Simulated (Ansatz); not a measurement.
The parent structure is BeO in the wurtzite structure (space group P6_3mc, No. 186; a = 2.7118 Å, c = 4.4046 Å). Axes: x lies along a and z along c of the hexagonal cell.

One thing is altered: a pure shear with ε_xz = ε_zx = -0.0308, atoms relaxed at fixed cell.

Method: PBE (Ansatz, a program for electronic structure; PAW; 420 eV plane waves; no spin-orbit coupling).

Problem. Give the band edges at the high-symmetry points of the new zone, measured from its valence-band maximum.

Solution. 
| point | valence edge (eV) | conduction edge (eV) |
|---|---|---|
| Γ | 0.00 | 7.26 |
| Y | -1.06 | 9.58 |
| M | -1.81 | 8.77 |
| A | -0.58 | 9.48 |
| L₂ | -1.53 | 8.49 |
| V₂ | -1.07 | 9.49 |

The gap is 7.26 eV, direct at Γ.

The cells carry an imposed strain or load. Stability against distortions was not tested. k-point labels follow each cell's own Brillouin zone.
